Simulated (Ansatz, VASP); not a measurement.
As: VASP beside Ansatz

```xyz
2
Lattice="3.2940 0.0000 0.0000 -1.6470 2.8527 0.0000 0.0000 0.0000 28.0000" Properties=species:S:1:pos:R:3 pbc="T T T"
As    0.0000    1.9018   14.7400
As    1.6470    0.9509   13.2600
```

Alike in both runs: task single point; functional LDA; k mesh 9 × 9 × 1; occupations gaussian, width 0.02 eV; no spin polarisation.

|  | VASP | Ansatz |
| --- | --- | --- |
| version | VASP 6.6.1 | Ansatz 0.2.0 |
| potentials or method | VASP PAW LDA potentials, release 64 (As) | scalar-relativistic, plane waves, PAW |
| plane-wave cutoff (eV) | 520 | 420 |
| valence electrons in the cell | 10 | 30 |

VASP gave:

* gap on the k mesh at the Fermi level (eV): 0.02
* least direct gap on the mesh (eV): 2.32
* rms of the force components (eV/Å): 0.173

Q: Estimate Ansatz's values.

A: gap on the k mesh at the Fermi level (eV): 0.01; least direct gap on the mesh (eV): 2.29; rms of the force components (eV/Å): 0.242.

Atom by atom the forces differ by 0.069 eV/Å (rms over components). The two sets of potentials don't hold the same shells in valence.
